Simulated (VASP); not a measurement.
A run of VASP 6.6.1:

The input INCAR:

```
SYSTEM = WC
ALGO     = Fast           ! electronic algorithm
EDIFF    = 1E-7           ! SCF threshold, eV
ENCUT    = 700            ! plane-wave cutoff, eV
GGA      = PE             ! functional
ISIF     = 2              ! what is computed and relaxed
ISMEAR   = 0              ! smearing method
LASPH    = .True.         ! aspherical terms in the spheres
LCHARG   = .False.        ! write CHGCAR
LREAL    = .False.        ! projectors in reciprocal space
LWAVE    = .False.        ! write WAVECAR
NELM     = 100            ! most SCF steps
PREC     = Accurate       ! precision mode
SIGMA    = 0.1            ! smearing width, eV
```

Contents of KPOINTS:

```
k-points
0
Gamma
  12 12 10
  0 0 0
```

Contents of POSCAR:

```
WC
1.0
    2.9065000000      0.0000000000      0.0000000000
   -1.4532500000      2.5171028400      0.0000000000
    0.0000000000      0.0000000000      2.8366000000
W C
1 1
Direct
    0.0000000000      0.0000000000      0.0000000000
    0.6666666700      0.3333333300      0.5000000000
```

Potentials or basis: VASP PAW PBE potentials, release 64 (W_sv, C).

Launch:

```console
$ cat potpaw_PBE.64/W_sv/POTCAR potpaw_PBE.64/C/POTCAR > POTCAR
$ mpirun -np 1 vasp_std > vasp.out
```

Hardware: 1 thread of Intel(R) Xeon(R) Platinum 8488C (Sapphire Rapids), with other jobs on the host.

Estimate the wall time of this run.

It took 38 s on 1 thread of Intel(R) Xeon(R) Platinum 8488C (Sapphire Rapids), on a shared host, peak memory 0.19 GiB. Counts: scf iterations 16, k points 114.
